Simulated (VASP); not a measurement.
Runs of VASP 6.6.1 on Si. It takes space group Fd-3m (No. 227, cubic). The conventional cell has a = 5.431 Å, b = 5.431 Å, c = 5.431 Å, α = 90.00°, β = 90.00°, γ = 90.00°. Around Si (site symmetry -43m) lie 4 Si at 2.35 Å. 

```csv
level,potentials or basis,k mesh,gap on the mesh (eV),pressure (GPa)
PBE,"VASP PAW PBE potentials, release 64 (Si)",20 × 20 × 20,0.58,1.9
LDA,"VASP PAW LDA potentials, release 64 (Si)",20 × 20 × 20,0.48,-1.5
r2SCAN,"VASP PAW PBE potentials, release 64 (Si)",20 × 20 × 20,0.78,(a)
PBEsol,"VASP PAW PBE potentials, release 64 (Si)",20 × 20 × 20,0.47,(c)
PBE,"VASP PAW PBE potentials, release 64 (Si)",14 × 14 × 14,(b),1.9
```

Alike in all rows: task single point; no spin polarisation; cell as given; cutoff (eV) 520; smearing fermi-dirac 0.02 eV.

Problem. Fill in the values left out.

Solution. (a) 0.5; (b) 0.57; (c) 0.2.

Caveats: the PAW data sets were made with another functional, which shifts forces and pressure a little (some runs).

A k mesh can miss the band edges.
